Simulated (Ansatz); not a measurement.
The system is ScAl3.

```xyz
4
Lattice="4.0878 0.0000 0.0000 0.0000 4.0878 0.0000 0.0000 0.0000 4.0878" Properties=species:S:1:pos:R:3 pbc="T T T"
Sc    0.0000    0.0000    0.0000
Al    2.0439    2.0439    0.0000
Al    0.0000    2.0439    2.0439
Al    2.0439    0.0000    2.0439
```

The cell is a database's computed one.

| Item | Value |
| --- | --- |
| Program | Ansatz 0.2.0 |
| Task | relaxation of cell and atoms |
| Functional | PBE |
| Dispersion | D3(BJ) |
| Potentials or basis | Ansatz PAW |
| Cutoff | 420 eV (not typed: the program's choice for these potentials) |
| k mesh | 7 × 7 × 7 |
| Occupations | fermi-dirac, width 0.05 eV |
| Spin | no spin polarisation |

At the start: volume 17.08 Å³/atom.

Task: How do energy, volume and symmetry change on relaxing?

Result: It ends after 5 steps and the volume is 16.59 Å³/atom (-2.8 %); space group Pm-3m (No. 221, to 0.05 Å).

Step by step:
| step | energy change (eV) | largest force (eV/Å) | volume (Å³) |
| --- | --- | --- | --- |
| 1 | 0.0000 | 0.0000 | 68.31 |
| 2 | -0.0084 | 0.0000 | 64.99 |
| 3 | -0.0167 | 0.0000 | 66.44 |
| 4 | -0.0167 | 0.0000 | 66.38 |
| 5 | -0.0160 | 0.0000 | 66.38 |

Final structure:
```cif
data_structure
_symmetry_space_group_name_H-M 'P 1'
_symmetry_Int_Tables_number 1
_cell_length_a 4.0489
_cell_length_b 4.0489
_cell_length_c 4.0489
_cell_angle_alpha 90.000
_cell_angle_beta 90.000
_cell_angle_gamma 90.000
_cell_volume 66.38
loop_
_atom_site_label
_atom_site_type_symbol
_atom_site_fract_x
_atom_site_fract_y
_atom_site_fract_z
_atom_site_occupancy
Sc1 Sc 0.00000 0.00000 0.00000 1
Al1 Al 0.50000 0.50000 0.00000 1
Al2 Al 0.00000 0.50000 0.50000 1
Al3 Al 0.50000 0.00000 0.50000 1
```

Caveat: the plane-wave basis is chosen anew once the cell has moved, so the energies of steps on either side of that aren't comparable; pairwise dispersion overbinds metals, which lowers pressure and volume.
